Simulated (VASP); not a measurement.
# ZnCu in VASP: reference runs

Aim: a first look at ZnCu with PBE, on the cell as given.

All numbers are computed with VASP 6.6.1; they aren't measurements. Logs are shortened: lines on timing, memory, paths and dates and some standing lists are left out, and cuts for length are marked.

### Step 1. The cell of the first run

The cell holds a slab with vacuum, 12 atoms: a = 2.945 Å, b = 4.165 Å, c = 25.412 Å, α = 90.00°, β = 90.00°, γ = 90.00°.

### Step 2. Single point, PBE (the (1 1 0) slab of ZnCu, cut from the database cell, not relaxed)

INCAR

```
ALGO = Normal ; DIPOL = 0.5 0.5 0.500
EDIFF = 1E-7 ; ENCUT = 520
GGA = PE ; IDIPOL = 3
ISIF = 2 ; ISMEAR = -1
LASPH = T ; LCHARG = T
LDIPOL = T ; LELF = T
LREAL = F ; LVACPOTAV = T
LVHAR = T ; LWAVE = F
NBANDS = 81 ; NELM = 80
PREC = Accurate ; SIGMA = 0.05
```

KPOINTS

```
k-points
0
Gamma
  9 7 1
```

POSCAR

```
ZnCu
1.0
    2.9450000000      0.0000000000      0.0000000000
    0.0000000000      4.1648589412      0.0000000000
    0.0000000000      0.0000000000     25.4121473530
Zn Cu
6 6
Direct
    0.5000000000      0.0000000000      0.2951344448
    0.5000000000      0.5000000000      0.3770806669
    0.5000000000      0.0000000000      0.4590268890
    0.5000000000      0.5000000000      0.5409731110
    0.5000000000      0.0000000000      0.6229193331
    0.5000000000      0.5000000000      0.7048655552
    0.0000000000      0.5000000000      0.2951344448
    0.0000000000      0.0000000000      0.3770806669
    0.0000000000      0.5000000000      0.4590268890
    0.0000000000      0.0000000000      0.5409731110
    0.0000000000      0.5000000000      0.6229193331
    0.0000000000      0.0000000000      0.7048655552
```

Potentials or basis: VASP PAW PBE potentials, release 64 (Zn, Cu).

Run with:

```sh
$ cat potpaw_PBE.64/Zn/POTCAR potpaw_PBE.64/Cu/POTCAR > POTCAR
$ mpirun -np 1 vasp_std > vasp.out
```

OUTCAR:

```text
EDIFF = 1E-7
   ENCUT = 520
   GGA = PE
   ISIF = 2
   ISMEAR = -1
   LASPH = T
   LREAL = F
   NELM = 80
   PREC = Accurate

 ion  position               nearest neighbor table
   1  0.500  0.000  0.295-   7 2.55   7 2.55   7 2.55   7 2.55   8 2.55   8 2.55   2 2.95   2 2.95

   2  0.500  0.500  0.377-   8 2.55   8 2.55   8 2.55   8 2.55   7 2.55   9 2.55   9 2.55   7 2.55
                             1 2.95   1 2.95   3 2.95   3 2.95
   3  0.500  0.000  0.459-  10 2.55  10 2.55   9 2.55   9 2.55   9 2.55   9 2.55   8 2.55   8 2.55
                             4 2.94   4 2.94   2 2.95   2 2.95
   4  0.500  0.500  0.541-   9 2.55   9 2.55  10 2.55  10 2.55  10 2.55  10 2.55  11 2.55  11 2.55
                             3 2.94   3 2.94   5 2.95   5 2.95
   5  0.500  0.000  0.623-  11 2.55  11 2.55  11 2.55  11 2.55  10 2.55  12 2.55  12 2.55  10 2.55
                             4 2.95   4 2.95   6 2.95   6 2.95
   6  0.500  0.500  0.705-  12 2.55  12 2.55  12 2.55  12 2.55  11 2.55  11 2.55   5 2.95   5 2.95

   7  0.000  0.500  0.295-   1 2.55   1 2.55   1 2.55   1 2.55   2 2.55   2 2.55
   8  0.000  0.000  0.377-   2 2.55   2 2.55   2 2.55   2 2.55   1 2.55   3 2.55   3 2.55   1 2.55

   9  0.000  0.500  0.459-   4 2.55   4 2.55   3 2.55   3 2.55   3 2.55   3 2.55   2 2.55   2 2.55

  10  0.000  0.000  0.541-   3 2.55   3 2.55   4 2.55   4 2.55   4 2.55   4 2.55   5 2.55   5 2.55

  11  0.000  0.500  0.623-   5 2.55   5 2.55   5 2.55   5 2.55   4 2.55   6 2.55   6 2.55   4 2.55

  12  0.000  0.000  0.705-   6 2.55   6 2.55   6 2.55   6 2.55   5 2.55   5 2.55

  LATTYP: Found a simple orthorhombic cell.
 ALAT       =     2.9450000000
 B/A-ratio  =     1.4142135624
 C/A-ratio  =     8.6289125138

  Lattice vectors:

 A1 = (   2.9450000000,   0.0000000000,   0.0000000000)
 A2 = (   0.0000000000,   4.1648589412,   0.0000000000)
 A3 = (   0.0000000000,   0.0000000000,  25.4121473530)

Analysis of symmetry for initial positions (statically):
=====================================================================
 Subroutine PRICEL returns:
 Original cell was already a primitive cell.

 Routine SETGRP: Setting up the symmetry group for a
 simple orthorhombic supercell.

 Subroutine GETGRP returns: Found  8 space group operations
 (whereof  4 operations were pure point group operations)
 out of a pool of  8 trial point group operations.

The static configuration has the point symmetry C_2v.
 The point group associated with its full space group is D_2h.

Analysis of symmetry for dynamics (positions and initial velocities):
=====================================================================
 Subroutine PRICEL returns:
 Original cell was already a primitive cell.

 Routine SETGRP: Setting up the symmetry group for a
 simple orthorhombic supercell.

 Subroutine GETGRP returns: Found  8 space group operations
 (whereof  4 operations were pure point group operations)
 out of a pool of  8 trial point group operations.

The dynamic configuration has the point symmetry C_2v.
 The point group associated with its full space group is D_2h.

 Subroutine INISYM returns: Found  8 space group operations
 (whereof  4 operations are pure point group operations),
 and found     1 'primitive' translations

----------------------------------------------------------------------------------------

                                     Primitive cell

  volume of cell :     311.6929

  direct lattice vectors                    reciprocal lattice vectors
     2.945000000  0.000000000  0.000000000     0.339558574  0.000000000  0.000000000
     0.000000000  4.164858941  0.000000000     0.000000000  0.240104170  0.000000000
     0.000000000  0.000000000 25.412147353     0.000000000  0.000000000  0.039351259

  length of vectors
     2.945000000  4.164858941 25.412147353     0.339558574  0.240104170  0.039351259

  position of ions in fractional coordinates (direct lattice)
     0.500000000  0.000000000  0.295134445
     0.500000000  0.500000000  0.377080667
     0.500000000  0.000000000  0.459026889
     0.500000000  0.500000000  0.540973111
     0.500000000  0.000000000  0.622919333
     0.500000000  0.500000000  0.704865555
     0.000000000  0.500000000  0.295134445
     0.000000000  0.000000000  0.377080667
     0.000000000  0.500000000  0.459026889
     0.000000000  0.000000000  0.540973111
     0.000000000  0.500000000  0.622919333
     0.000000000  0.000000000  0.704865555

  ion indices of the primitive-cell ions
   primitive index   ion index
                 1           1
                 2           2
                 3           3
                 4           4
                 5           5
                 6           6
                 7           7
                 8           8
                 9           9
                10          10
                11          11
                12          12

----------------------------------------------------------------------------------------

 KPOINTS: k-points

Automatic generation of k-mesh.
 Grid dimensions read from file:
 generate k-points for:    9    7    1

 Generating k-lattice:

  Cartesian coordinates                     Fractional coordinates (reciprocal lattice)
     0.037728730  0.000000000  0.000000000     0.111111111  0.000000000  0.000000000
     0.000000000  0.034300596  0.000000000     0.000000000  0.142857143  0.000000000
     0.000000000  0.000000000  0.039351259     0.000000000  0.000000000  1.000000000

  Length of vectors
     0.037728730  0.034300596  0.039351259

  Shift w.r.t. Gamma in fractional coordinates (k-lattice)
     0.000000000  0.000000000  0.000000000

 Subroutine IBZKPT returns following result:
 ===========================================

 Found     20 irreducible k-points:

 Following reciprocal coordinates:
            Coordinates               Weight
  0.000000  0.000000  0.000000      1.000000
  0.111111  0.000000  0.000000      2.000000
  0.222222  0.000000  0.000000      2.000000
  0.333333  0.000000  0.000000      2.000000
  0.444444  0.000000  0.000000      2.000000
  0.000000  0.142857  0.000000      2.000000
[... 12 lines left out ...]
  0.333333  0.428571  0.000000      4.000000
  0.444444  0.428571  0.000000      4.000000
   k-points           NKPTS =     20   k-points in BZ     NKDIM =     20   number of bands    NBANDS=     81
   number of dos      NEDOS =    301   number of ions     NIONS =     12
   total plane-waves  NPLWV = 147456
   dimension x,y,z NGX =    24 NGY =   32 NGZ =  192
   dimension x,y,z NGXF=    48 NGYF=   64 NGZF=  384
   ions per type =               6   6
   NGX,Y,Z   is equivalent  to a cutoff of  13.55, 12.77, 12.56 a.u.
   NGXF,Y,Z  is equivalent  to a cutoff of  27.10, 25.55, 25.12 a.u.
 SYSTEM =  unknown system
   PREC   = accura    normal or accurate (medium, high low for compatibility)
   ISTART =      0    job   : 0-new  1-cont  2-samecut
   ICHARG =      2    charge: 1-file 2-atom 10-const
   ISPIN  =      1    spin polarized calculation?
   LNONCOLLINEAR =      F non collinear calculations
   LSORBIT =      F    spin-orbit coupling
   LASPH  =      T    aspherical Exc in radial PAW
   ENCUT  =  520.0 eV  38.22 Ry    6.18 a.u.   5.48  7.74 47.25*2*pi/ulx,y,z
   NELM   =     80;   NELMIN=  2; NELMDL= -5     # of ELM steps
   EDIFF  = 0.1E-06   stopping-criterion for ELM
   LREAL  =      F    real-space projection
   EDIFFG = 0.1E-05   stopping-criterion for IOM
   NSW    =      0    number of steps for IOM
   IBRION =     -1    ionic relax: 0-MD 1-quasi-New 2-CG
   NFREE  =      0    steps in history (QN), initial steepest desc. (CG)
   ISIF   =      2    stress and relaxation
   ISYM   =      2    0-nonsym 1-usesym 2-fastsym
   POTIM  = 0.5000    time-step for ionic-motion
   TEBEG  =    0.0;   TEEND  =   0.0 temperature during run
   PSTRESS=    0.0 pullay stress
   NELECT =     138.0000    total number of electrons
   NUPDOWN=      -1.0000    fix difference up-down
   EMIN   =  10.00;   EMAX   =-10.00  energy-range for DOS
   EFERMI =   0.00;   METHOD = LEGACY
   ISMEAR =    -1;   SIGMA  =   0.05  broadening in eV -4-tet -1-fermi 0-gaus
   EFERMI_NEDOS =   21; number of points for ismear=-14 and -15
   IALGO  =     38    algorithm
   IMIX   =      4    mixing-type and parameters
     AMIX     =   0.40;   BMIX     =  1.00
     AMIX_MAG =   1.60;   BMIX_MAG =  1.00
  volume/ion in A,a.u.               =      25.97       175.28
  Fermi-wavevector in a.u.,A,eV,Ry     =   1.247744  2.357895 21.182440  1.556865
  Thomas-Fermi vector in A             =   2.381862
   LORBIT       =      0    0 simple, 1 ext, 2 COOP (PROOUT), +10 PAW based schemes
   GGA     = PE    functional components
   LHFCALC =     F    Hartree Fock is set to
   AEXX    =    0.0000 exact exchange contribution
   IVDW    =     0    specifies the selected vdW correction
   LEPSILON=     F    determine dielectric tensor
   LRPA    =     F    only Hartree local field effects (RPA)
 non-spin polarized calculation
  energy-cutoff  :      520.00
  volume of cell :      311.69
 maximum number of plane-waves:      8487
 NGX is ok and might be reduce to    24
   NGX = 11   NGY = 15   NGZ = 95

 number of electron     138.0000010 magnetization

 dipolmoment           0.000000      0.000000      0.000000 electrons x Angstroem

 Free energy of the ion-electron system (eV)
  ---------------------------------------------------
  ext. energy  EPLUGINS =         0.00000000
  ---------------------------------------------------
  free energy    TOTEN  =       -28.29638403 eV

  energy without entropy =      -28.24916125  energy(sigma->0) =      -28.27277264

 E-fermi :   0.3533     XC(G=0):  -6.8319

 val. band max:        0.3103512752   @ k =   0.4444   0.2857   0.0000
 cond. band min:       0.3546460209   @ k =   0.3333   0.2857   0.0000
 fundamental gap:      0.0442947457
 Fermi energy:         0.3532922305

 k-point     1 :       0.0000    0.0000    0.0000
  band No.  band energies     occupation
      1      -9.7683      2.00000
      2      -9.1067      2.00000
      3      -8.1482      2.00000
      4      -7.6674      2.00000
      5      -7.4711      2.00000
      6      -7.4516      2.00000
[... 73 lines left out ...]
     80       5.3957      0.00000
     81       5.6005      0.00000

 k-point     2 :       0.1111    0.0000    0.0000
  band No.  band energies     occupation
      1      -9.5478      2.00000
      2      -8.8945      2.00000
      3      -7.9659      2.00000
      4      -7.6238      2.00000
      5      -7.4271      2.00000
      6      -7.4221      2.00000
[... 73 lines left out ...]
     80       5.3798      0.00000
     81       5.5726      0.00000
[... 1426 lines left out ...]
     80       4.8096      0.00000
     81       5.3758      0.00000

 k-point    20 :       0.4444    0.4286    0.0000
  band No.  band energies     occupation
      1      -7.6366      2.00000
      2      -7.6365      2.00000
      3      -7.5036      2.00000
      4      -7.4940      2.00000
      5      -7.3239      2.00000
      6      -7.3200      2.00000
[... 73 lines left out ...]
     80       3.9077      0.00000
     81       4.9543      0.00000

------------------------ aborting loop because EDIFF is reached ----------------------------------------

  FORCE on cell =-STRESS in cart. coord.  units (eV):
  Direction    XX          YY          ZZ          XY          YZ          ZX
  --------------------------------------------------------------------------------------
  -------------------------------------------------------------------------------------
  Total       -1.3106584      0.7439464      2.5577206      0.0000000      0.0000000      0.0000000
  in kB       -6.7371021      3.8240649     13.1473043      0.0000000      0.0000000      0.0000000
  external PRESSURE =       3.4114224 kB  Pullay stress =       0.0000000 kB

 VOLUME and BASIS-vectors are now :
 -----------------------------------------------------------------------------
  energy-cutoff  :      520.00
  volume of cell :      311.69
      direct lattice vectors                 reciprocal lattice vectors
     2.945000000  0.000000000  0.000000000     0.339558574  0.000000000  0.000000000
     0.000000000  4.164858941  0.000000000     0.000000000  0.240104170  0.000000000
     0.000000000  0.000000000 25.412147353     0.000000000  0.000000000  0.039351259

 POSITION                                       TOTAL-FORCE (eV/Angst)
 -----------------------------------------------------------------------------------
      1.47250      0.00000      7.50000         0.000000      0.000000     -0.387203
      1.47250      2.08243      9.58243         0.000000      0.000000     -0.048268
      1.47250      0.00000     11.66486         0.000000      0.000000      0.043359
      1.47250      2.08243     13.74729         0.000000      0.000000     -0.043359
      1.47250      0.00000     15.82972         0.000000      0.000000      0.048268
      1.47250      2.08243     17.91215         0.000000      0.000000      0.387203
      0.00000      2.08243      7.50000         0.000000      0.000000      0.050977
      0.00000      0.00000      9.58243         0.000000      0.000000      0.160047
      0.00000      2.08243     11.66486         0.000000      0.000000      0.048494
      0.00000      0.00000     13.74729         0.000000      0.000000     -0.048494
      0.00000      2.08243     15.82972         0.000000      0.000000     -0.160047
      0.00000      0.00000     17.91215         0.000000      0.000000     -0.050977
 -----------------------------------------------------------------------------------
    total drift:                                0.000000      0.000000      0.000000

  FREE ENERGIE OF THE ION-ELECTRON SYSTEM (eV)
  ---------------------------------------------------
  free  energy   TOTEN  =       -28.2963840298 eV

  energy  without entropy=      -28.2491612493  energy(sigma->0) =      -28.27277264

 vacuum level on the upper side and lower side of the slab         5.062         5.062
```

Run time: 14 min. Hardware: 1 thread of AMD EPYC 9R45 (Zen 5), shared host; peak memory 0.57 GiB.

What came out:

* Free energy: -28.2964 eV
* Largest force: 0.387 eV/Å
* Band gap on the k mesh: none (metal or under the smearing width)
* Work function of the upper face: 4.71 eV
* Work function of the lower face: 4.71 eV

Forces in eV/Å, atoms in the order of the input:
```
Zn   0.000  0.000 -0.387
Zn   0.000  0.000 -0.048
Zn   0.000  0.000  0.043
Zn   0.000  0.000 -0.043
Zn   0.000  0.000  0.048
Zn   0.000  0.000  0.387
Cu   0.000  0.000  0.051
Cu   0.000  0.000  0.160
Cu   0.000  0.000  0.048
Cu   0.000  0.000 -0.048
Cu   0.000  0.000 -0.160
Cu   0.000  0.000 -0.051
```
